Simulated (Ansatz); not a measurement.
A single-point calculation of rocksalt BN with Ansatz, at the level PBE. The cell was relaxed with r2SCAN and then strained (epitaxial +1.0 % in the plane normal to [111], free normal strain +0.08 %), with the atoms relaxed again with r2SCAN; k points keep the names of the unstrained zone.

Input (YAML):
```yaml
crystal:
  lattice:
    - [-0.0107435385, 1.752540661, 1.752540661]
    - [1.752540661, -0.0107435385, 1.752540661]
    - [1.752540661, 1.752540661, -0.0107435385]
  atoms:
    - { symbol: B, position: [0.0, 0.0, 0.0] }
    - { symbol: "N", position: [0.5, 0.5, 0.5] }
kpoints:
  mp_grid: { grid: [12, 12, 12] }
  band_path:
    path:
      - [0.0, 0.0, 0.0]
      - [0.5, 0.0, 0.5]
      - [0.625, 0.25, 0.625]
      - [0.375, 0.375, 0.75]
      - [0.5, 0.5, 0.5]
      - [0.5, 0.25, 0.75]
      - [0.0, 0.166667, -0.167969]
      - [0.0, 0.5, 0.5]
    npoints: 1
hamiltonian:
  xc: pbe
scf:
  occupations: { method: fermi_dirac, width: 0.02 }
  n_extra_bands: 4
output:
  forces: true
  stress: true
  eigenvalues: true
```

Command: `ansatz run input.yaml --threads 2 --pin off --max-ram 2211MiB --backend cpu --events-out ev --progress --plain --runs-dir out`.

**Question.** What does the program print?

**Answer.** The output, standing remarks left out:
```
scf.n_extra_bands = 4 over 4 filled bands (N_el = 8.0): the run solves 8 bands
Pseudopotential: B, paw, valence charge 3, recommended cutoff 420 eV (normal)
Pseudopotential: N, paw, valence charge 5, recommended cutoff 420 eV (normal)
Functional definition: PBE
  parameter kappa = 0.804
  parameter beta = 0.06672455060314922
  exchange = pbe_x(kappa = kappa, mu = beta*pi^2/3)
  correlation = pbe_c(beta = beta)
Crystal: 2 atoms, lattice volume = 10.864 Å³
Basis set: ecut = 420 eV, 181 PW (Γ)
Symmetry: 12 space group operations
Space group: R-3m (ITA 166)
k-points: 189 of 1728
Free energy (F): -538.767238 eV
Fermi energy:    14.820384 eV
--- Per-component energies (eV) ---
  E_band       = 44.905947
  E_kinetic    = 182.244613
  E_local      = -128.385483
  E_nonlocal   = 55.798980
  E_hartree    = 36.215712
  E_xc         = -92.746744
  E_vxc        = -115.493245
  E_paw        = -205.714110
  E_vpaw       = -21.690417
  E_ewald      = -386.180301
--- Stress (GPa, compression-positive) ---
       -3.891002       3.709860       3.709860
        3.709860      -3.891002       3.709860
        3.709860       3.709860      -3.891002
  P = ⅓ Tr σ = -3.8910 GPa (-38.910 kbar)
--- Band table (eV; the first three rows and the last of 189) ---
  k-point 0: bands = [-8.0148, 13.2748, 13.2748, 13.4868, 22.9827, 26.0323, 26.0971, 26.0971]
  k-point 1: bands = [-7.8230, 12.4540, 13.2628, 13.4501, 23.2406, 25.4081, 25.4532, 25.9463]
  k-point 2: bands = [-7.2524, 10.3925, 13.2521, 13.4204, 23.2916, 23.9484, 23.9583, 26.0114]
  k-point 188: bands = [-2.8330, 1.9083, 13.5138, 13.5138, 19.2684, 19.2684, 21.1001, 27.4912]
```
The trailing digits, and the zero of the energies, depend on the potentials and thresholds.

The rows of the band table are 0: (0, 0, 0) = Γ, 1: (0, 0, 0.083), 2: (0, 0, 1/6), 188: (-1/2, -1/2, -1/2) = L.

bands.tsv, columns around the gap (it counts bands from 0):
```tsv
# k_distance	band_0	band_1	band_2	band_3	band_4	band_5	band_6	band_7
# fermi_ev = 14.820384
# [0, 0, 0] at k_distance = 0.000000
# [0.5, 0, 0.5] at k_distance = 1.787166
# [0.625, 0.25, 0.625] at k_distance = 2.420961
# [0.375, 0.375, 0.75] at k_distance = 3.512007
# [0.5, 0.5, 0.5] at k_distance = 4.603054
# [0.5, 0.25, 0.75] at k_distance = 5.862885
# [0, 0.166667, -0.167969] at k_distance = 8.480464
# [0, 0.5, 0.5] at k_distance = 10.458650
# levels_relative_to = fermi_ev
0.000	-22.835	-1.546	-1.546	-1.334	8.162	11.212	11.277	11.277
1.787	-15.003	-12.270	-6.227	-6.046	0.492	8.271	13.727	13.776
2.421	-15.210	-11.040	-9.386	-4.980	2.494	10.440	11.877	14.398
3.512	-15.210	-11.040	-9.386	-4.980	2.494	10.440	11.877	14.398
4.603	-17.653	-12.912	-1.307	-1.307	4.448	4.448	6.280	12.671
5.863	-14.836	-9.915	-9.912	-7.488	6.355	7.048	13.520	13.609
8.480	-20.815	-6.172	-4.815	-0.506	5.993	7.228	10.670	11.358
10.459	-15.003	-12.270	-6.227	-6.046	0.492	8.271	13.727	13.776
```
In order the rows are Γ, X, U, K, L, W, Γ–K (0.45), X.

With PBE the valence top lies at Γ–K (0.45 of the way from Γ) and the conduction bottom at X, 1.00 eV higher; the smallest vertical gap, at L (0, 0, -1/2), is 5.71 eV. Edges are sought over the mesh and the listed points. The mean pressure at these positions is -3.89 GPa, compression counted positive.

All values are calculated for a non-magnetic cell, which may be hypothetical.
